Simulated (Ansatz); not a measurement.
The system is NaF (Villiaumite).

```
Na F
1.0
     0.00000    2.32000    2.32000
     2.32000    0.00000    2.32000
     2.32000    2.32000    0.00000
Na F
1 1
Direct
  0.00000 0.00000 0.00000
  0.50000 0.50000 0.50000
```

Base run:

```yaml
Program: Ansatz 0.2.0
Functional: PBE0
Potentials_or_basis: Ansatz PAW
Cutoff: "420 eV (not typed: the program's choice for these potentials)"
k_mesh: 8 × 8 × 8
Occupations: fermi-dirac, width 0.05 eV
Spin: no spin polarisation
```

Its results: band gap on the k mesh 9.23 eV, direct; pressure -0.1 GPa.

Task: The run is repeated on the same cell with these changes: functional from PBE0 to HSE06. What comes out?

Result: Band gap on the k mesh 8.46 eV, direct; pressure -0.1 GPa.

Caveats: the PAW data sets come from PBE, with cores solved anew for the run's functional, which leaves a small shift of forces and pressure; the thresholds are loose for stress.
